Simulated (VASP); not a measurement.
# GaAs in VASP: one cell, several levels of theory

Aim: gap, levels, forces and stress of zincblende GaAs, under -1.0 % biaxial strain in x and y, free along z at fixed geometry. Runs: PBE, r2SCAN.

The runs shown are made with VASP 6.6.1. PAW datasets, plane waves. Spin-unpolarised throughout; all numbers are computed.

## (1) Starting point

The cell comes from an earlier relaxation with r2SCAN in another program, then strained, with the atoms relaxed again.

The symmetry is I-4m2 (No. 119, tetragonal); a = 3.967 Å, c = 5.715 Å in the conventional setting, 22.48 Å³ an atom. Near Ga stand 4 As at 2.44 Å; near As stand 4 Ga at 2.44 Å.

The structure in full:

Space group I-4m2 (No. 119). a = 3.967 Å, b = 3.967 Å, c = 5.715 Å, α = 90.00°, β = 90.00°, γ = 90.00°
```json
{"atom": "Ga", "site": "2a", "symmetry": "-4m2", "x": "0.0000", "y": "0.0000", "z": "0.0000"}
{"atom": "As", "site": "2d", "symmetry": "-4m2", "x": "0.5000", "y": "0.0000", "z": "0.2500"}
```

## (2) PBE

File INCAR:

```
ENCUT = 520.000000
SIGMA = 0.020000
EDIFF = 1.00e-07
GGA = PE
PREC = Accurate
IBRION = -1
ISIF = 2
ISMEAR = -1
NBANDS = 16
NELM = 120
NSW = 0
LASPH = .TRUE.
LCHARG = .TRUE.
LELF = .TRUE.
LWAVE = .FALSE.
LREAL = .FALSE.
```

File KPOINTS:

```
KPOINTS created by Atomic Simulation Environment
0
Gamma
8 8 8
0 0 0
```

File KPOINTS_OPT:

```
special points
6
Reciprocal
0.0000000000 0.0000000000 0.0000000000 1
-0.5000000000 -0.5000000000 0.0000000000 1
-0.3750000000 -0.3750000000 0.2500000000 1
-0.3750000000 0.0000000000 0.3750000000 1
0.0000000000 0.0000000000 0.5000000000 1
-0.5000000000 -0.2500000000 0.2500000000 1
```

File POSCAR:

```
Ga As
 1.0000000000000000
     0.0000000000000000    2.8047542445000002    2.8573279733999999
     2.8047542445000002    0.0000000000000000    2.8573279733999999
     2.8047542445000002    2.8047542445000002    0.0000000000000000
 Ga  As
   1   1
Cartesian
  0.0000000000000000  0.0000000000000000  0.0000000000000000
  1.4023771222500001  1.4023771222500001  1.4286639866999999
```

Potentials: the recommended PBE PAW datasets, 18 valence electrons in the neutral cell.

Command:

```sh
mpirun -np 1 vasp_std
```

Printed to the terminal (iteration lines stand in OSZICAR):

```text
POSCAR found type information on POSCAR GaAs
 POSCAR found :  2 types and       2 ions
 LDA part: xc-table for (Slater+PW92), standard interpolation
 POSCAR, INCAR and KPOINTS ok, starting setup
 FFT: planning ... GRIDC
 FFT: planning ... GRID_SOFT
 FFT: planning ... GRID
 WAVECAR not read
 entering main loop
 Start KPOINTS_OPT (optional k-point list driver)
k-point batch [1-6\6]
```

OSZICAR:

```text
N       E                     dE             d eps       ncg     rms          rms(c)
DAV:   1     0.868308626208E+02    0.86831E+02   -0.89778E+03  1920   0.155E+03
DAV:   2    -0.135788202175E+01   -0.88189E+02   -0.83646E+02  2184   0.323E+02
DAV:   3    -0.829724711286E+01   -0.69394E+01   -0.69174E+01  2304   0.688E+01
DAV:   4    -0.840031730310E+01   -0.10307E+00   -0.10306E+00  2336   0.929E+00
DAV:   5    -0.840166256747E+01   -0.13453E-02   -0.13453E-02  2312   0.971E-01    0.292E+00
DAV:   6    -0.825890549449E+01    0.14276E+00   -0.21170E-01  2920   0.797E+00    0.176E+00
DAV:   7    -0.823871529593E+01    0.20190E-01   -0.64786E-02  2344   0.184E+00    0.562E-01
DAV:   8    -0.823953543748E+01   -0.82014E-03   -0.10311E-02  2288   0.115E+00    0.111E-01
DAV:   9    -0.823993233297E+01   -0.39690E-03   -0.94187E-04  2368   0.359E-01    0.501E-02
DAV:  10    -0.823999801594E+01   -0.65683E-04   -0.72385E-05  2552   0.897E-02    0.272E-02
DAV:  11    -0.824004797258E+01   -0.49957E-04   -0.69969E-05  2128   0.631E-02    0.303E-03
DAV:  12    -0.824004824899E+01   -0.27641E-06   -0.11917E-06  2408   0.153E-02    0.145E-03
DAV:  13    -0.824004855422E+01   -0.30523E-06   -0.52804E-07  2320   0.508E-03    0.684E-04
DAV:  14    -0.824004854144E+01    0.12775E-07   -0.86641E-09  1816   0.970E-04
   1 F= -.82400485E+01 E0= -.82400485E+01  d E =-.728133E-08
       N       E                     dE             ncg
DAV:   1     0.145721547465E+04   -0.36287E+04      192
DAV:   2     0.952595749668E+03   -0.50462E+03      216
DAV:   3     0.913616787932E+03   -0.38979E+02      248
DAV:   4     0.913075128470E+03   -0.54166E+00      240
DAV:   5     0.913067980066E+03   -0.71484E-02      248
DAV:   6     0.913067723167E+03   -0.25690E-03      280
DAV:   7     0.913067720457E+03   -0.27098E-05      248
DAV:   8     0.913067720345E+03   -0.11237E-06      232
DAV:   9     0.913067720344E+03   -0.72146E-09      216
```

The lines after F= are the extra pass for the points of KPOINTS_OPT, at fixed density; their E is not a total energy.

Parts of OUTCAR:

```text
k-points           NKPTS =     59   k-points in BZ     NKDIM =     59   number of bands    NBANDS=     16

   NELECT =      18.0000    total number of electrons

   dimension x,y,z NGX =    30 NGY =   30 NGZ =   30
   dimension x,y,z NGXF=    60 NGYF=   60 NGZF=   60

  energy-cutoff  :      520.00
  volume of cell :       44.96
      direct lattice vectors                 reciprocal lattice vectors
     0.000000000  2.804754245  2.857327973    -0.178268738  0.178268738  0.174988662
     2.804754245  0.000000000  2.857327973     0.178268738 -0.178268738  0.174988662
     2.804754245  2.804754245  0.000000000     0.178268738  0.178268738 -0.174988662

 k-points in reciprocal lattice and weights: KPOINTS created by Atomic Simulation Env
   0.00000000  0.00000000  0.00000000       0.002
   0.12500000 -0.00000000  0.00000000       0.016
   0.25000000 -0.00000000  0.00000000       0.016
   0.37500000  0.00000000  0.00000000       0.016
   0.50000000 -0.00000000  0.00000000       0.008
   0.12500000  0.12500000  0.00000000       0.004
   0.25000000  0.12500000  0.00000000       0.016
   0.37500000  0.12500000  0.00000000       0.016
[... 51 more k-points ...]

 E-fermi :   4.2826

 k-point     1 :       0.0000    0.0000    0.0000
  band No.  band energies     occupation
      1     -10.8416      2.00000
      2     -10.8368      2.00000
      3     -10.8368      2.00000
      4     -10.7596      2.00000
      5     -10.7568      2.00000
      6      -8.7809      2.00000
      7       3.9063      2.00000
      8       4.0165      2.00000
      9       4.0165      2.00000
     10       4.5348      0.00001
     11       7.6946      0.00000
     12       7.6946      0.00000
     13       7.7448      0.00000
     14      11.5824      0.00000
     15      13.9237      0.00000
     16      14.2959      0.00000

 k-point     2 :       0.1250   -0.0000    0.0000
  band No.  band energies     occupation
      1     -10.8524      2.00000
      2     -10.8361      2.00000
      3     -10.8333      2.00000
      4     -10.7599      2.00000
      5     -10.7568      2.00000
      6      -8.5969      2.00000
      7       2.0189      2.00000
      8       3.6980      2.00000
      9       3.7862      2.00000
     10       5.5953      0.00000
     11       8.0456      0.00000
     12       8.0487      0.00000
     13       8.2099      0.00000
     14      12.5171      0.00000
     15      13.1212      0.00000
     16      13.3828      0.00000

 k-point     3 :       0.2500   -0.0000    0.0000
  band No.  band energies     occupation
      1     -10.8823      2.00000
      2     -10.8285      2.00000
      3     -10.8255      2.00000
      4     -10.7597      2.00000
      5     -10.7559      2.00000
      6      -8.0831      2.00000
      7      -0.1680      2.00000
      8       3.2375      2.00000
      9       3.3563      2.00000
     10       5.4434      0.00000
     11       8.5577      0.00000
     12       8.5985      0.00000
     13       9.9630      0.00000
     14      12.8584      0.00000
     15      13.0605      0.00000
     16      13.0700      0.00000

 k-point     4 :       0.3750    0.0000    0.0000
  band No.  band energies     occupation
      1     -10.9091      2.00000
      2     -10.8222      2.00000
      3     -10.8193      2.00000
      4     -10.7579      2.00000
      5     -10.7534      2.00000
      6      -7.3940      2.00000
      7      -1.9266      2.00000
      8       2.8818      2.00000
      9       3.0260      2.00000
     10       5.1125      0.00000
     11       8.6166      0.00000
     12       8.7218      0.00000
     13      11.6425      0.00000
     14      12.9695      0.00000
     15      14.1502      0.00000
     16      14.2390      0.00000

 k-point     5 :       0.5000   -0.0000    0.0000
  band No.  band energies     occupation
      1     -10.9194      2.00000
      2     -10.8202      2.00000
      3     -10.8173      2.00000
      4     -10.7566      2.00000
      5     -10.7518      2.00000
      6      -7.0003      2.00000
      7      -2.6858      2.00000
      8       2.7538      2.00000
      9       2.9077      2.00000
     10       4.9873      0.00000
     11       8.5584      0.00000
     12       8.6798      0.00000
     13      11.7421      0.00000
     14      14.4090      0.00000
     15      15.7894      0.00000
     16      15.9435      0.00000

[... the tables of k-points 6 to 59 left out ...]

  Total        1.1846807      1.1846807      0.8659311      0.0000000     -0.0000000      0.0000000
  in kB       42.2213571     42.2213571     30.8612977      0.0000000     -0.0000000      0.0000000
  external PRESSURE =      38.4346706 kB  Pullay stress =       0.0000000 kB

 POSITION                                       TOTAL-FORCE (eV/Angst)
 -----------------------------------------------------------------------------------
      0.00000      0.00000      0.00000         0.000000      0.000000      0.000000
      1.40238      1.40238      1.42866        -0.000000     -0.000000     -0.000000
 -----------------------------------------------------------------------------------
    total drift:                                0.000001      0.000001      0.000002

  FREE ENERGIE OF THE ION-ELECTRON SYSTEM (eV)
  ---------------------------------------------------
  free  energy   TOTEN  =        -8.2400485414 eV

  energy  without entropy=       -8.2400485342  energy(sigma->0) =       -8.24004854
```

Wall time 64 s (1 MPI rank of Intel Xeon Platinum 8488C, shared host); peak memory 0.22 GiB.

The levels at the points of KPOINTS_OPT are read from vasprun.xml.

Levels at the named points, in eV from the top of band v (v: the last filled band by count, c: the next):

```csv
point,v−1,v,c,c+1
Γ,0.00,0.00,0.52,3.68
X,-2.65,-2.65,1.50,1.73
U,-3.92,-2.22,2.02,4.75
K,-3.92,-2.35,1.87,4.54
L,-1.26,-1.11,0.97,4.54
W,-3.59,-3.40,4.67,4.73
```

The PBE gap is 0.52 eV, direct at Γ. The pressure is 3.84 GPa; the forces vanish within 0.01 eV/Å.

The maps below are laid out on this run's own conventional cell (a, b, c = 3.967, 3.967, 5.715 Å).

Density in a lattice plane of the grid's cell (edges 3.97 and 5.71 Å, at 0.000 of the third edge), which holds Ga and As.

Ten even steps from ' ' (-0.31 e/Å³) to '@' (16.50 e/Å³):
```
##++::                      ::++
::::..                      ..::
                                
                                
                                
                                
                                
                                
                                
                                
                                
                                
                                
                                
                                
                                
                                
::::..                      ..::
##++::                      ::++
@@##--..                  ..--##
```
Columns run along the first of these edges and rows up along the second, over one cell in 16 and 20 even steps from the bottom left corner. Atoms in the plane (fractional): Ga at (0.00, 0.00), As at (0.50, 0.25).

ELF in the same plane.

Ten even steps from '0' (0.01) to '9' (0.88):
```
0013333222333310
1223221000122322
3332210000012233
3322100000001223
2221000000000122
1100000000000001
0000000000000000
0000000000000000
0000011222110000
0000124555421000
0001357787753100
0013578888875310
0125788888887521
1246888656888642
2358997545799853
3358998757899853
3346999888999643
1235799999997532
0023578888875320
3013345555543310
```
Columns run along the first of these edges and rows up along the second, over one cell in 16 and 20 even steps from the bottom left corner. Atoms in the plane (fractional): Ga at (0.00, 0.00), As at (0.50, 0.25).

Both are smooth fields of the valence electrons: close to the nuclei they are not physical.

The highest ELF values outside the cores: 0.89 on the As–Ga line, 0.9 Å from As.

## (3) r2SCAN

File INCAR:

```
ENCUT = 520.000000
SIGMA = 0.010000
EDIFF = 1.00e-07
ALGO = Normal
METAGGA = R2SCAN
PREC = Accurate
IBRION = -1
ISIF = 2
ISMEAR = 0
NBANDS = 16
NELM = 120
NSW = 0
LASPH = .TRUE.
LCHARG = .TRUE.
LELF = .TRUE.
LWAVE = .FALSE.
LREAL = .FALSE.
```

KPOINTS is that of step 2.

KPOINTS_OPT is that of step 2.

POSCAR is that of step 2.

Command:

```sh
mpirun -np 1 vasp_std
```

Standard output, without the iteration lines:

```text
POSCAR found type information on POSCAR GaAs
 POSCAR found :  2 types and       2 ions
 -----------------------------------------------------------------------------
|                                                                             |
|                                                                             |
|     You enforced a specific xc type in the INCAR file but a different       |
|     I HOPE YOU KNOW WHAT YOU ARE DOING!                                     |
|                                                                             |
 -----------------------------------------------------------------------------

 LDA part: xc-table for (None), standard interpolation
 POSCAR, INCAR and KPOINTS ok, starting setup
 FFT: planning ... GRIDC
 FFT: planning ... GRID_SOFT
 FFT: planning ... GRID
 WAVECAR not read
 entering main loop
 Start KPOINTS_OPT (optional k-point list driver)
k-point batch [1-6\6]
```

OSZICAR:

```text
N       E                     dE             d eps       ncg     rms          rms(c)
DAV:   1     0.687335196151E+02    0.68734E+02   -0.92329E+03  1920   0.160E+03
DAV:   2    -0.218106890933E+02   -0.90544E+02   -0.85869E+02  2184   0.333E+02
DAV:   3    -0.290179522780E+02   -0.72073E+01   -0.71851E+01  2256   0.711E+01
DAV:   4    -0.291254852104E+02   -0.10753E+00   -0.10752E+00  2352   0.966E+00
DAV:   5    -0.291268328438E+02   -0.13476E-02   -0.13476E-02  2288   0.995E-01    0.320E+00
DAV:   6    -0.270530568770E+02    0.20738E+01   -0.50161E-01  2240   0.132E+01    0.194E+00
DAV:   7    -0.270452720101E+02    0.77849E-02   -0.16587E-01  2208   0.341E+00    0.863E-01
DAV:   8    -0.270488601333E+02   -0.35881E-02   -0.81468E-03  2416   0.729E-01    0.315E-01
DAV:   9    -0.270492767152E+02   -0.41658E-03   -0.13372E-03  2288   0.418E-01    0.463E-02
DAV:  10    -0.270492881700E+02   -0.11455E-04   -0.12790E-04  2384   0.809E-02    0.217E-02
DAV:  11    -0.270492830299E+02    0.51400E-05   -0.15601E-05  2272   0.284E-02    0.249E-03
DAV:  12    -0.270492826796E+02    0.35033E-06   -0.78003E-07  2408   0.146E-02    0.102E-03
DAV:  13    -0.270492843132E+02   -0.16336E-05   -0.74820E-08  1784   0.285E-03    0.309E-04
DAV:  14    -0.270492848584E+02   -0.54521E-06   -0.41794E-08  1256   0.381E-03    0.898E-05
DAV:  15    -0.270492848054E+02    0.53020E-07   -0.49121E-09  1216   0.107E-03
   1 F= -.27049285E+02 E0= -.27049285E+02  d E =-.425669E-62
       N       E                     dE             ncg
DAV:   1     0.141652263983E+04   -0.36694E+04      192
DAV:   2     0.893110423040E+03   -0.52341E+03      216
DAV:   3     0.852805288272E+03   -0.40305E+02      248
DAV:   4     0.852245862834E+03   -0.55943E+00      248
DAV:   5     0.852238132529E+03   -0.77303E-02      248
DAV:   6     0.852237843046E+03   -0.28948E-03      280
DAV:   7     0.852237839759E+03   -0.32874E-05      264
DAV:   8     0.852237839619E+03   -0.13982E-06      216
DAV:   9     0.852237839618E+03   -0.11555E-08      216
```

From OUTCAR:

```text
k-points           NKPTS =     59   k-points in BZ     NKDIM =     59   number of bands    NBANDS=     16

   NELECT =      18.0000    total number of electrons

   dimension x,y,z NGX =    30 NGY =   30 NGZ =   30
   dimension x,y,z NGXF=    60 NGYF=   60 NGZF=   60

  energy-cutoff  :      520.00
  volume of cell :       44.96
      direct lattice vectors                 reciprocal lattice vectors
     0.000000000  2.804754245  2.857327973    -0.178268738  0.178268738  0.174988662
     2.804754245  0.000000000  2.857327973     0.178268738 -0.178268738  0.174988662
     2.804754245  2.804754245  0.000000000     0.178268738  0.178268738 -0.174988662

 k-points in reciprocal lattice and weights: KPOINTS created by Atomic Simulation Env
   0.00000000  0.00000000  0.00000000       0.002
   0.12500000 -0.00000000  0.00000000       0.016
   0.25000000 -0.00000000  0.00000000       0.016
   0.37500000  0.00000000  0.00000000       0.016
   0.50000000 -0.00000000  0.00000000       0.008
   0.12500000  0.12500000  0.00000000       0.004
   0.25000000  0.12500000  0.00000000       0.016
   0.37500000  0.12500000  0.00000000       0.016
[... 51 more k-points ...]

 E-fermi :   3.8802

 k-point     1 :       0.0000    0.0000    0.0000
  band No.  band energies     occupation
      1     -11.5212      2.00000
      2     -11.5165      2.00000
      3     -11.5165      2.00000
      4     -11.4289      2.00000
      5     -11.4258      2.00000
      6      -9.5201      2.00000
      7       3.6495      2.00000
      8       3.7650      2.00000
      9       3.7650      2.00000
     10       4.7602      0.00000
     11       7.7517      0.00000
     12       7.7518      0.00000
     13       7.8074      0.00000
     14      11.9948      0.00000
     15      14.1750      0.00000
     16      14.5551      0.00000

 k-point     2 :       0.1250   -0.0000    0.0000
  band No.  band energies     occupation
      1     -11.5341      2.00000
      2     -11.5155      2.00000
      3     -11.5127      2.00000
      4     -11.4291      2.00000
      5     -11.4258      2.00000
      6      -9.3261      2.00000
      7       1.8144      2.00000
      8       3.4366      2.00000
      9       3.5286      2.00000
     10       5.7278      0.00000
     11       8.1191      0.00000
     12       8.1239      0.00000
     13       8.3274      0.00000
     14      12.9334      0.00000
     15      13.3906      0.00000
     16      13.6573      0.00000

 k-point     3 :       0.2500   -0.0000    0.0000
  band No.  band energies     occupation
      1     -11.5677      2.00000
      2     -11.5072      2.00000
      3     -11.5042      2.00000
      4     -11.4290      2.00000
      5     -11.4248      2.00000
      6      -8.7859      2.00000
      7      -0.4775      2.00000
      8       2.9593      2.00000
      9       3.0832      2.00000
     10       5.5637      0.00000
     11       8.6545      0.00000
     12       8.6936      0.00000
     13      10.2091      0.00000
     14      13.1771      0.00000
     15      13.3355      0.00000
     16      13.4190      0.00000

 k-point     4 :       0.3750    0.0000    0.0000
  band No.  band energies     occupation
      1     -11.5971      2.00000
      2     -11.5002      2.00000
      3     -11.4973      2.00000
      4     -11.4272      2.00000
      5     -11.4223      2.00000
      6      -8.0638      2.00000
      7      -2.3217      2.00000
      8       2.5882      2.00000
      9       2.7385      2.00000
     10       5.2247      0.00000
     11       8.7181      0.00000
     12       8.8242      0.00000
     13      11.9268      0.00000
     14      13.3989      0.00000
     15      14.4857      0.00000
     16      14.5846      0.00000

 k-point     5 :       0.5000   -0.0000    0.0000
  band No.  band energies     occupation
      1     -11.6083      2.00000
      2     -11.4978      2.00000
      3     -11.4950      2.00000
      4     -11.4259      2.00000
      5     -11.4207      2.00000
      6      -7.6521      2.00000
      7      -3.1168      2.00000
      8       2.4541      2.00000
      9       2.6145      2.00000
     10       5.0966      0.00000
     11       8.6582      0.00000
     12       8.7808      0.00000
     13      12.0303      0.00000
     14      14.8967      0.00000
     15      16.2269      0.00000
     16      16.3941      0.00000

[... the tables of k-points 6 to 59 left out ...]

  Total        0.3996982      0.3996982      0.0363859      0.0000000      0.0000000      0.0000000
  in kB       14.2450199     14.2450199      1.2967727      0.0000000      0.0000000      0.0000000
  external PRESSURE =       9.9289375 kB  Pullay stress =       0.0000000 kB

 POSITION                                       TOTAL-FORCE (eV/Angst)
 -----------------------------------------------------------------------------------
      0.00000      0.00000      0.00000         0.000000      0.000000      0.000000
      1.40238      1.40238      1.42866        -0.000000     -0.000000     -0.000000
 -----------------------------------------------------------------------------------
    total drift:                                0.000007      0.000007     -0.000010

  FREE ENERGIE OF THE ION-ELECTRON SYSTEM (eV)
  ---------------------------------------------------
  free  energy   TOTEN  =       -27.0492848054 eV

  energy  without entropy=      -27.0492848054  energy(sigma->0) =      -27.04928481
```

It took 2.7 min on 1 MPI rank of Intel Xeon Platinum 8488C, shared host; peak memory 0.21 GiB.

The levels at the points of KPOINTS_OPT are read from vasprun.xml.

Levels at the named points, in eV from the top of band v (v: the last filled band by count, c: the next):

```csv
point,v−1,v,c,c+1
Γ,0.00,0.00,1.00,3.99
X,-2.75,-2.75,1.79,2.03
U,-4.04,-2.30,2.34,5.15
K,-4.03,-2.44,2.18,4.92
L,-1.31,-1.15,1.33,4.89
W,-3.70,-3.50,5.07,5.08
```

Gap with r2SCAN: 1.00 eV, direct (Γ). Pressure: 0.99 GPa; the forces vanish within 0.01 eV/Å.

## (4) Summary

```
 level  gap (eV)  pressure (GPa)
   PBE      0.52            3.84
r2SCAN      1.00            0.99
```

In words: The gap runs from 0.52 eV (PBE) to 1.00 eV (r2SCAN). The pressure is highest with PBE (3.8 GPa) and lowest with r2SCAN (1.0 GPa), which orders the cells that they would relax to.
